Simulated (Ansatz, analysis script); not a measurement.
**Zigzag Re chain, bond 2.521 Å: which texture of moments is lowest**

Aim: rank collinear and non-collinear patterns of moments in one cell of a zigzag Re chain, bond 2.521 Å.

Method: PBE, PAW set soft_2, in Ansatz 0.2.0.

In doubt: warnings of the run leave room for a lower electronic state (step 10), so energies may not be the lowest and differences between runs may mislead.

### 1. The starting structure

The cell holds 4 atoms: 4 Re. Cell: a = 12.000 Å, b = 12.000 Å, c = 6.050 Å, α = 90.0°, β = 90.0°, γ = 90.0°. It derives from Re. An idealised lattice of chosen spacing, in vacuum. Vacuum lies along a and b. The structure's axis is c.

### 2. The collinear state

The work starts on two spin channels, which tell the size of the moments.

The input, input.yaml:

```yaml
crystal:
  lattice:
    - [12.0, 0.0, 0.0]
    - [0.0, 12.0, 0.0]
    - [0.0, 0.0, 6.0504]
  atoms:
    - { symbol: Re, position: [0.4159666667, 0.5, 0.0], spin: 1.0 }
    - { symbol: Re, position: [0.4159666667, 0.5, 0.5], spin: 1.0 }
    - { symbol: Re, position: [0.5840333333, 0.5, 0.25], spin: 1.0 }
    - { symbol: Re, position: [0.5840333333, 0.5, 0.75], spin: 1.0 }
magnetization:
  spin_polarized: true
kpoints:
  mp_grid: { grid: [1, 1, 4] }
hamiltonian:
  xc: pbe
scf:
  occupations: { method: fermi_dirac, width: 0.2 }
  max_iter: 120
  convergence: { dr2_threshold: 1.0e-08 }
output:
  write_density: true
  write_potential: true
  elf: true
  volumetric_format: npy
```

Started as:

```bash
$ ansatz run input.yaml --threads 4 --pin off --max-ram 8192MiB --backend cpu --events-out ev --progress --plain --runs-dir out
```

Numbers of over 12 decimals in the logs are rounded to 6 here.

What it wrote:

```text
band count auto-derived: 45 (N_el = 60.0; filled up to band 30; 39 by the electrons, moments and atoms)
Engine: ansatz 0.2.0, aarch64-unknown-linux-gnu
Pseudopotentials: kind: paw
Pseudopotential: Re, paw, valence charge 15, recommended cutoff 420 eV (normal), Re.paw.azcp
Functional definition: PBE
  parameter kappa = 0.804
  parameter beta = 0.066725
  exchange = pbe_x(kappa = kappa, mu = beta*pi^2/3)
  correlation = pbe_c(beta = beta)
Crystal: 4 atoms, lattice volume = 871.258 Å³
Basis set: ecut = 420 eV, 17021 PW (Γ)
Bands: 45, of which v1, the nominal top of the filled ones, is band 30 counted from 1 (29 counted from 0)
Symmetry: 16 space group operations
Space group: Pmma (ITA 51), of the structure as read, at distance tolerance 9.6e-5 Å
Magnetic group: BNS 51.289 (UNI 387), of the structure as read, at distance tolerance 9.6e-5 Å
k-points: 3 of 4
Non-local potential: Re, projectors of the file, l = 0: 3, l = 1: 2, l = 2: 2, l = 3: 1
PAW form: soft (Blöchl's): semilocal exchange-correlation on the pseudo side does not see the compensation charge
PAW one-centre angular grid: Re, 590 points (default); XC on 64 Gauss nodes
Initial density: superposition of atomic densities (neutral atoms: chi_scale 0, normalization atom)
Starting moments: Σ|m| = 4 μB on 4 of 4 sites
Initial wavefunctions: pseudopotential atomic-orbital guess
Functional: x = pbe(κ = 0.804, μ = 0.219515), c = pbe(β = 0.066725)
SCF iter   1: F=—  HF=-43457.148335 eV  |F-HF|=—  |Δ(HF+E_count)|=         —  Δρ=1.19e-2 (↑1.07e-2 ↓1.19e-2)  dr2=1.02e1  dr2_m=2.15e-1  M=2.425 μB ∫|m|=2.427 μB  β_m=0.30  ethr=3.10e-3  ⟨swp⟩=8.8  Hψ=1303  notcnv=0
Mixer restart at iter 1: flushing history
preconditioner: auto → LDOS  [metal: Δε(μ)=0.051 eV  Ē_g=4.688 eV  σ=0.200 eV  W_gap=0.06  n_scr=78 (ndim 8)  ℏωp=6.7 eV  f_vac=0.770  D(μ)=11.93/eV (n_scr^D=70)]
spin=Collinear: LDOS preconditioning applied to the charge; magnetization (m = ρ↑ − ρ↓) channel mixes plain (no charge-response kernel on spin).
SCF iter   2: F=—  HF=-43455.237477 eV  |F-HF|=—  |Δ(HF+E_count)|=    1.91e0  Δρ=6.87e-3 (↑6.25e-3 ↓6.87e-3)  dr2=2.26e0  dr2_m=9.80e-2  M=2.593 μB ∫|m|=2.595 μB  β_m=0.42  ethr=3.10e-3  ⟨swp⟩=2.5  Hψ=502  notcnv=0
SCF iter   3: F=—  HF=-43454.854746 eV  |F-HF|=—  |Δ(HF+E_count)|=   3.83e-1  Δρ=2.62e-3 (↑2.62e-3 ↓2.32e-3)  dr2=1.15e-1  dr2_m=1.94e-2  M=2.898 μB ∫|m|=2.904 μB  β_m=0.59  ethr=3.10e-3  ⟨swp⟩=2.8  Hψ=452  notcnv=0
SCF iter   4: F=—  HF=-43454.941174 eV  |F-HF|=—  |Δ(HF+E_count)|=   8.64e-2  Δρ=1.48e-3 (↑1.48e-3 ↓1.47e-3)  dr2=1.52e-2  dr2_m=1.50e-2  M=3.374 μB ∫|m|=3.388 μB  β_m=0.80  ethr=1.92e-4  ⟨swp⟩=3.2  Hψ=549  notcnv=0
SCF iter   5: F=—  HF=-43454.976197 eV  |F-HF|=—  |Δ(HF+E_count)|=   3.50e-2  Δρ=1.26e-3 (↑1.26e-3 ↓1.16e-3)  dr2=1.55e-3  dr2_m=1.14e-2  M=3.899 μB ∫|m|=3.921 μB  β_m=0.90  ethr=2.54e-5  ⟨swp⟩=2.2  Hψ=429  notcnv=0
SCF iter   6: F=—  HF=-43454.992562 eV  |F-HF|=—  |Δ(HF+E_count)|=   1.64e-2  Δρ=4.83e-4 (↑4.44e-4 ↓4.83e-4)  dr2=1.54e-3  dr2_m=1.37e-3  M=4.447 μB ∫|m|=4.479 μB  β_m=0.86  ethr=2.59e-6  ⟨swp⟩=3.0  Hψ=547  notcnv=0
SCF iter   7: F=—  HF=-43454.994440 eV  |F-HF|=—  |Δ(HF+E_count)|=   1.88e-3  Δρ=1.39e-4 (↑1.39e-4 ↓1.36e-4)  dr2=1.75e-4  dr2_m=1.33e-4  M=4.669 μB ∫|m|=4.706 μB  β_m=0.93  ethr=2.56e-6  ⟨swp⟩=2.3  Hψ=506  notcnv=0
SCF iter   8: F=—  HF=-43454.994835 eV  |F-HF|=—  |Δ(HF+E_count)|=   3.95e-4  Δρ=8.48e-5 (↑7.15e-5 ↓8.48e-5)  dr2=1.56e-5  dr2_m=4.71e-5  M=4.723 μB ∫|m|=4.763 μB  β_m=0.97  ethr=2.92e-7  ⟨swp⟩=3.2  Hψ=515  notcnv=0
SCF iter   9: F=—  HF=-43454.995059 eV  |F-HF|=—  |Δ(HF+E_count)|=   2.24e-4  Δρ=3.37e-5 (↑3.37e-5 ↓2.64e-5)  dr2=2.88e-6  dr2_m=6.42e-6  M=4.776 μB ∫|m|=4.818 μB  β_m=0.98  ethr=2.60e-8  ⟨swp⟩=3.0  Hψ=590  notcnv=0
[...]
SCF 1 converged in 13 iterations: F = -43454.995089 eV  dr2 = 4.82e-10
  greatest PAW one-centre occupation: 1.000 electrons in one spin orbital (limit 2), on the Re atom at site 3 (counted from 0), in its partial waves of l = 0
Symmetry: 8 space group operations
Initial density: read from a saved state, or passed on in memory by an earlier SCF of this step, an earlier step, the calling program or the single point that the run made first
Starting moments: Σ|m| = 4 μB on 4 of 4 sites; this step starts from the density that it was given
Initial wavefunctions: those read from a saved state, or passed on in memory by an earlier step or the calling program
[...]
preconditioner: auto → LDOS  [metal: Δε(μ)=0.134 eV  Ē_g=4.187 eV  σ=0.200 eV  W_gap=0.17  n_scr=78 (ndim 8)  ℏωp=6.7 eV  f_vac=0.776  D(μ)=9.73/eV (n_scr^D=38)]
spin=Collinear: LDOS preconditioning applied to the charge; magnetization (m = ρ↑ − ρ↓) channel mixes plain (no charge-response kernel on spin).
[...]
SCF iter   3: F=—  HF=-43455.028353 eV  |F-HF|=—  |Δ(HF+E_count)|=   1.31e-1  Δρ=5.89e-4 (↑4.23e-4 ↓5.89e-4)  dr2=8.14e-3  dr2_m=1.02e-3  M=0.577 μB ∫|m|=6.422 μB  ethr=2.04e-5  ⟨swp⟩=1.0  Hψ=940  notcnv=0
SCF iter   4: F=—  HF=-43455.031028 eV  |F-HF|=—  |Δ(HF+E_count)|=   2.67e-3  Δρ=4.59e-5 (↑4.59e-5 ↓4.24e-5)  dr2=6.75e-5  dr2_m=7.61e-6  M=0.072 μB ∫|m|=6.298 μB  ethr=1.67e-6  ⟨swp⟩=1.0  Hψ=886  notcnv=0
this SCF's setup event announced max_iter 4: a cap that the engine derives, which gives way to 107 iterations because this look along open shells stands lower than the state that it set out from. From here on the SCF can send more iterations than it announced.
SCF iter   5: F=—  HF=-43455.031068 eV  |F-HF|=—  |Δ(HF+E_count)|=   4.04e-5  Δρ=1.08e-5 (↑6.67e-6 ↓1.08e-5)  dr2=3.00e-6  dr2_m=3.11e-7  M=0.018 μB ∫|m|=6.284 μB  ethr=1.27e-7  ⟨swp⟩=1.0  Hψ=726  notcnv=0
SCF iter   6: F=—  HF=-43455.031070 eV  |F-HF|=—  |Δ(HF+E_count)|=   1.97e-6  Δρ=3.54e-6 (↑3.54e-6 ↓2.82e-6)  dr2=8.27e-7  dr2_m=2.13e-8  M=0.005 μB ∫|m|=6.282 μB  ethr=5.59e-9  ⟨swp⟩=1.0  Hψ=843  notcnv=0
SCF iter   7: F=—  HF=-43455.031070 eV  |F-HF|=—  |Δ(HF+E_count)|=   6.56e-9  Δρ=1.37e-6 (↑1.37e-6 ↓1.09e-6)  dr2=5.90e-8  dr2_m=7.64e-9  M=0.004 μB ∫|m|=6.282 μB  ethr=1.43e-9  ⟨swp⟩=1.0  Hψ=565  notcnv=0
SCF iter   8: F=-43455.031070 eV  HF=-43455.031070 eV  |F-HF|=2.69e-10  |Δ(HF+E_count)|=   7.71e-8  Δρ=3.40e-7 (↑2.55e-7 ↓3.40e-7)  dr2=1.88e-9  dr2_m=4.65e-10  M=0.001 μB ∫|m|=6.283 μB  ethr=1.67e-11  ⟨swp⟩=1.2  Hψ=827  notcnv=0
SCF iter   9: F=-43455.031070 eV  HF=-43455.031070 eV  |F-HF|=2.98e-10  |Δ(HF+E_count)|=  2.18e-11  Δρ=3.41e-7 (↑2.56e-7 ↓3.41e-7)  dr2=1.88e-9  dr2_m=4.67e-10  M=0.001 μB ∫|m|=6.283 μB  ethr=3.13e-12  ⟨swp⟩=1.0  Hψ=964  notcnv=0
SCF 2 converged in 9 iterations: F = -43455.031070 eV  dr2 = 1.88e-9
  greatest PAW one-centre occupation: 1.000 electrons in one spin orbital (limit 2), on the Re atom at site 1 (counted from 0), in its partial waves of l = 0
iter 1 solved again at ethr=3.03e-12 eV; its pass at ethr=3.10e-3 eV (dr2=1.82e-9 eV) is discarded
SCF iter   1: F=—  HF=-43455.031070 eV  |F-HF|=—  |Δ(HF+E_count)|=         —  Δρ=3.41e-7 (↑2.55e-7 ↓3.41e-7)  dr2=1.87e-9  dr2_m=4.66e-10  M=0.001 μB ∫|m|=6.283 μB  β_m=0.30  ethr=3.03e-12  ⟨swp⟩=1.8  Hψ=797  notcnv=0
preconditioner: auto → LDOS  [metal: Δε(μ)=0.179 eV  Ē_g=4.237 eV  σ=0.200 eV  W_gap=0.22  n_scr=78 (ndim 8)  ℏωp=6.7 eV  f_vac=0.775  D(μ)=11.41/eV (n_scr^D=50)]
spin=Collinear: LDOS preconditioning applied to the charge; magnetization (m = ρ↑ − ρ↓) channel mixes plain (no charge-response kernel on spin).
SCF iter   2: F=-43455.031070 eV  HF=-43455.031070 eV  |F-HF|=2.69e-10  |Δ(HF+E_count)|=  1.96e-10  Δρ=2.56e-7 (↑1.90e-7 ↓2.56e-7)  dr2=6.82e-10  dr2_m=3.24e-10  M=0.001 μB ∫|m|=6.283 μB  ethr=3.03e-12  ⟨swp⟩=2.8  Hψ=376  notcnv=0
SCF 3 converged in 2 iterations: F = -43455.031070 eV  dr2 = 6.82e-10
WARN: the starting moments were not kept: 2 of 4 ended reversed and 2 kept their direction, counting a site from 0.1 of the cell's largest site moment. The largest reversed, site 3 (counted from 0, in the order of the report's site_moments_mub), started with +1.0 μB and closes at -1.0e0 μB in its sphere. The net magnetisation is 7.5e-4 μB in size, at most 0.1 of the 4 μB that the starting moments add up to as vectors [...]
WARN: The output density's exchange-correlation potential varies sharply where the density is thin. Do not read a vacuum level from v_tot or v_xc, or from such a field of the output density. On a cell that repeats whose density bears no net charge and no dipole along the vacuum's axis use v_es (v_loc + v_h of the components); under efield.dipole_correction with no amplitude use v_es + v_field, which holds any externa [...]
SCF converged after 2 iterations
Stability not told: the lowest value that the SCF's own minimisation read on its close, 1.1e-1 (residual 5.8e-4), is positive but too near zero to vouch for directions that it does not look along: no lower mode is shown, and none is ruled out
Magnetization: 0.0008 μB (30.0004 up, 29.9996 down)
Absolute magnetization: 6.2828 μB (∫|ρ↑−ρ↓|, with the PAW one-centre terms)
Spin contamination: 1.6281 ħ² per cell (⟨S²⟩ above its minimum at these occupations)
Per-site moments (μB) at R_I (Å): [(1.048305, 1.039912), (1.048305, 1.039912), (-1.048089, 1.039912), (-1.048089, 1.039912)]
Free energy (F): -43455.031070 eV
Harris-Foulkes:  -43455.031070 eV  (|F-HF|=2.69e-10)
Internal energy: -43453.599876 eV  (E = F + TS)
E sigma→0 (E₀):  -43454.315473 eV
Entropy (-TS):   -1.431194 eV (-357.799 meV/atom)
Fermi energy:    -2.378623 eV
--- Per-component energies (eV) ---
  E_band       = -1851.325778
  E_kinetic    = 2121.732521
  E_local      = -20563.760430  (includes V_loc(G=0)·N_el)
  E_nonlocal   = 217.612340
  E_hartree    = 9065.911856
  E_xc         = -1588.289078
  E_vxc        = -1179.767479  (∫ρ·V_xc dr)
  E_paw        = -34640.733229  (= ΣΔE_a)
  E_vpaw       = -578.964566  (= ΣTr[D̂ρ^β])
  E_aug_tail   = -0.000305  (compensation charges beyond the density's cutoff)
  E_ewald      = 1933.926450
  E_smearing   = -1.431194  (= −TS)
  E_closure    = 0.000000  (closes the sum)
  Σ components = -43455.031070   (vs F -43455.031070, Δ=0.00e0)
--- Band table (eV; the first three rows and the last of 6) ---
  k-point 0 ↑: bands = [... 26 lower, -2.9733, -2.4898, -2.3104, -2.2807, -2.2382, -2.1545, -2.0645, -1.9579, ... 11 higher]
  k-point 1 ↑: bands = [... 26 lower, -3.2838, -3.2311, -2.5799, -2.5040, -2.2483, -2.1903, -1.7893, -1.7449, ... 11 higher]
  k-point 2 ↑: bands = [... 26 lower, -3.9969, -3.9969, -2.6028, -2.6028, -2.2416, -2.2416, -1.9804, -1.9804, ... 11 higher]
  k-point 2 ↓: bands = [... 26 lower, -3.9968, -3.9968, -2.6027, -2.6027, -2.2415, -2.2415, -1.9803, -1.9803, ... 11 higher]
```

Wall time 51 s (4 threads of Arm Neoverse V2, shared host); peak memory 1.3 GiB.

Spin moment in the atom's sphere by atom:

```tsv
atom	spin moment in the atom's sphere (μB)
Re1	1.05
Re2	1.05
Re3	-1.05
Re4	-1.05
```

Tables count atoms from 1; parts of the log count from 0.

The run ends antiferromagnetic, with a net moment of 0.001 μB a cell. The start was parallel, and the run left it.

Spin density in the ca plane at fractional y = 0.500, with atoms of Re within 0.2 Å of it.

Ten even steps from '0' (-0.25 e/Å³) to '9' (0.25 e/Å³), each cell a mean:
```
55555555555555555
55555555555555555
55555555555555555
55555555555555555
55544455555544555
54444444444444444
44444444444444444
44433344444433444
44311134444211234
43100013442000024
44200024443000034
55422245554322345
98654568987544578
99755579999655699
99755579998655689
87555557876555567
55555555555555555
55555555555555555
55555555555555555
55555555555555555
55555555555555555
55555555555555555
55555555555555555
55555555555555555
```
Columns run along c (6.1 Å), rows up along a (12.0 Å). Atoms in or near the plane, at fractional coordinates: Re at (0.00, 0.42), Re at (0.50, 0.42), Re at (0.25, 0.58), Re at (0.75, 0.58).

Valence density in the ca plane at fractional y = 0.500, with atoms of Re within 0.2 Å of it. It is the smooth field of the valence electrons, not physical close to the nuclei.

Ten even steps from '_' (0.0 e/Å³) to '@' (6.7 e/Å³), each cell a mean:
```
__________________________________
__________________________________
__________________________________
__________________________________
__________________________________
__________________________________
__________________________________
__________________________________
____..--++==..________::++++::____
____--%%@@@@--______..**@@@@**..__
____::##%%##::______..++%%%%++..__
____....::::..________..::::....__
==--..______..--====::________::==
@@##::______::##@@@@++..____..==@@
@@**::______::**@@%%==________--%%
::..__________..::::..__________::
__________________________________
__________________________________
__________________________________
__________________________________
__________________________________
__________________________________
__________________________________
__________________________________
```
Columns run along c (6.1 Å), rows up along a (12.0 Å). Atoms in or near the plane, at fractional coordinates: Re at (0.00, 0.42), Re at (0.50, 0.42), Re at (0.25, 0.58), Re at (0.75, 0.58).

ELF in the ca plane at fractional y = 0.500, with atoms of Re within 0.2 Å of it. It is the smooth field of the valence electrons, not physical close to the nuclei.

Ten even steps from '0' (0.00) to '9' (0.70), each cell a mean:
```
00000000000000000
00000000000000000
00000000000000000
00000000000000000
11000001111000011
22111112222111122
43222223443222234
64333334653333335
64589854654799745
54796984545977954
54698964544899854
55566655555566555
87555557886555567
79645369789444489
89646469998455489
75456545764466446
22345432222355422
12233322112233321
11112111111111111
00000000000000000
00000000000000000
00000000000000000
00000000000000000
00000000000000000
```
Columns run along c (6.1 Å), rows up along a (12.0 Å). Atoms in or near the plane, at fractional coordinates: Re at (0.00, 0.42), Re at (0.50, 0.42), Re at (0.25, 0.58), Re at (0.75, 0.58).

### 3. Denser mesh

Levels at the Fermi energy are partly filled, so moments and energy differences can hang on the k-mesh, and the state is solved again on a denser one.

input.yaml, the sections that differ from step 2:

```yaml
crystal:
  lattice:
    - [12.0, 0.0, 0.0]
    - [0.0, 12.0, 0.0]
    - [0.0, 0.0, 6.0504]
  atoms:
    - { symbol: Re, position: [0.4159666667, 0.5, 0.0], spin: 1.05 }
    - { symbol: Re, position: [0.4159666667, 0.5, 0.5], spin: 1.05 }
    - { symbol: Re, position: [0.5840333333, 0.5, 0.25], spin: -1.05 }
    - { symbol: Re, position: [0.5840333333, 0.5, 0.75], spin: -1.05 }
kpoints:
  mp_grid: { grid: [1, 1, 18] }
basis:
  ecutwfc: 420.0
checkpoint:
  read: start
  write: ck
  compress: false
  write_wavefunctions: false
  write_every: 100000
# magnetization, hamiltonian, scf: as in step 2
# output: removed
```

What it wrote:

```text
[...]
k-point 0 ↑: bands = [... 26 lower, -2.9718, -2.4928, -2.3143, -2.2825, -2.2447, -2.1513, -2.0638, -1.9600, ... 11 higher]
  k-point 1 ↑: bands = [... 26 lower, -2.9397, -2.6044, -2.3119, -2.3075, -2.1812, -2.1659, -2.0797, -1.9494, ... 11 higher]
  k-point 2 ↑: bands = [... 26 lower, -2.8551, -2.7877, -2.4876, -2.2875, -2.2253, -2.1206, -2.0284, -1.9164, ... 11 higher]
  k-point 9 ↓: bands = [... 26 lower, -3.9981, -3.9981, -2.6034, -2.6034, -2.2421, -2.2421, -1.9825, -1.9825, ... 11 higher]
[key lines of the parts left out:]
SCF converged after 8 iterations
Magnetization: 0.0003 μB (30.0001 up, 29.9999 down)
Free energy (F): -43455.020036 eV
Fermi energy:    -2.379593 eV
```

Run time: 22 s. Hardware: 4 threads; peak memory 1.5 GiB; 86 s of CPU time.

Spin moment in the atom's sphere by atom:

```tsv
atom	spin moment in the atom's sphere (μB)
Re1	1.05
Re2	1.05
Re3	-1.05
Re4	-1.05
```

The run ends antiferromagnetic, with a net moment of 0 μB a cell, against 0.001 μB on the first mesh.

The runs on spinors take the mesh 1×1×15.

Signs and angles in the names of the patterns follow the order of the magnetic atoms in the input, which need not be their order in space.

(Part 1 of 2 ends here.)

[Logs and program files are shortened in this print: banners, set-up blocks, solver, clock and traceback lines can be left out without a mark of their own.]

[Logs are printed without paths, hosts, clocks, repeated set-up lines and the standing remarks that a program may print on its own settings, such as how far it seeks lower states.]

[Hosts, paths, dates, database ids (printed as entryN), source tags and the programs' standing remarks are cut or masked in the printed files.]
